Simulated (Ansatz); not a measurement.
Crystal: ZnO.

```
Zn O
1.0
     3.28797    0.00000    0.00000
    -1.64398    2.84746    0.00000
     0.00000    0.00000    7.13044
Zn O
2 2
Direct
  0.00000 0.00000 0.25000
  0.00000 0.00000 0.75000
  0.66667 0.33333 0.75000
  0.33333 0.66667 0.25000
```

Measurements of this composition are mostly on another form, of space group No. 186.

Base run:

| Property | Result |
| --- | --- |
| Program | Ansatz 0.2.0 |
| Functional | LDA |
| Potentials or basis | Ansatz PAW |
| Cutoff | 420 eV (not typed: the program's choice for these potentials) |
| k mesh | 9 × 9 × 4 |
| Occupations | gaussian, width 0.05 eV |
| Spin | no spin polarisation |

Its results: band gap on the k mesh 0.75 eV, direct; pressure -8.2 GPa.

Question: The run is repeated on the same cell with these changes: functional from LDA to RPBE; occupations from gaussian, width 0.05 eV to gaussian, width 0.02 eV. What comes out?

Answer: Band gap on the k mesh 0.95 eV, direct; pressure 2.4 GPa.

Caveats: odd divisions of the mesh miss points on the zone boundary, where band edges often lie, so the gap on the mesh can be too wide; the PAW data sets come from PBE, with cores solved anew for the run's functional, which leaves a small shift of forces and pressure.

A k mesh can miss the band edges.
